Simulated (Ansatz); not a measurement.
# Ga3AsP2: the cost of one run

Program: Ansatz 0.2.0. Level of theory: DFT PBE, scalar-relativistic, plane waves, PAW. These are calculated values, not measurements.

2 further runs of the same task are left out: 1 that didn't finish, 1 set aside as unsound or not needed.

**1. The starting structure**

It takes space group F-43m (No. 216, cubic). The conventional cell has a = 5.745 Å, b = 5.745 Å, c = 5.745 Å, α = 90.00°, β = 90.00°, γ = 90.00°. Around Ga (site symmetry -43m) lie 4 As at 2.49 Å. Around As (site symmetry -43m) lie 4 Ga at 2.49 Å.

Coordinates:

```cif
data_structure
_symmetry_space_group_name_H-M 'F-43m'
_symmetry_Int_Tables_number 216
_cell_length_a 5.7454
_cell_length_b 5.7454
_cell_length_c 5.7454
_cell_angle_alpha 90.000
_cell_angle_beta 90.000
_cell_angle_gamma 90.000
_cell_volume 189.65
loop_
_atom_site_label
_atom_site_type_symbol
_atom_site_symmetry_multiplicity
_atom_site_Wyckoff_symbol
_atom_site_fract_x
_atom_site_fract_y
_atom_site_fract_z
_atom_site_occupancy
Ga1 Ga 4 a 0.00000 0.00000 0.00000 1
As1 As 4 d 0.25000 0.25000 0.75000 1
```

It is the result of an earlier relaxation at this level (volume 23.71 Å³/atom; gap on the mesh: 0.16 eV).

**2. The 2/4 superlattice along [001]**

m/n counts planes of the exchanged element. Cell and atoms relax; the formation energy counts from both relaxed end members (-4319.9303 eV an atom, and -2269.7787 eV an atom for GaP).

The cell holds 6 Ga, 2 As, 4 P: a = 3.950 Å, b = 3.950 Å, c = 16.757 Å, α = 90.00°, β = 90.00°, γ = 90.00°.

**3. Relaxing it**

Contents of input.yaml:

```yaml
crystal:
  lattice:
    - [3.9496625071, 0.0, 0.0]
    - [0.0, 3.9496625071, 0.0]
    - [0.0, 0.0, 16.7569988532]
  atoms:
    - { symbol: Ga, position: [0.0, 0.0, 0.0] }
    - { symbol: Ga, position: [0.5, 0.5, 0.1666666667] }
    - { symbol: As, position: [0.0, 0.5, 0.0833333333] }
    - { symbol: As, position: [0.5, 0.0, 0.25] }
    - { symbol: Ga, position: [0.0, 0.0, 0.3333333333] }
    - { symbol: Ga, position: [0.5, 0.5, 0.5] }
    - { symbol: P, position: [0.0, 0.5, 0.4166666667] }
    - { symbol: P, position: [0.5, 0.0, 0.5833333333] }
    - { symbol: Ga, position: [0.0, 0.0, 0.6666666667] }
    - { symbol: Ga, position: [0.5, 0.5, 0.8333333333] }
    - { symbol: P, position: [0.0, 0.5, 0.75] }
    - { symbol: P, position: [0.5, 0.0, 0.9166666667] }
basis:
  ecutwfc: 420
kpoints:
  mp_grid: { grid: [8, 8, 2] }
hamiltonian:
  xc: pbe
scf:
  occupations: { method: gaussian, width: 0.1 }
output:
  forces: true
  stress: true
  eigenvalues: true
  populations: true
relax:
  adjacent_minimum: "off"
  f_tol: 0.01
  max_steps: 45
  cell: { stress_tol: 0.05 }
```

Command:

```bash
$ ansatz run input.yaml --threads 2 --pin off --max-ram 5120MiB --backend cpu --events-out ev --progress --plain --runs-dir out
```

Q: Estimate wall time and peak memory on 2 threads of Arm Neoverse V1, shared host.

About 3.2 min, with a peak of 0.81 GiB.
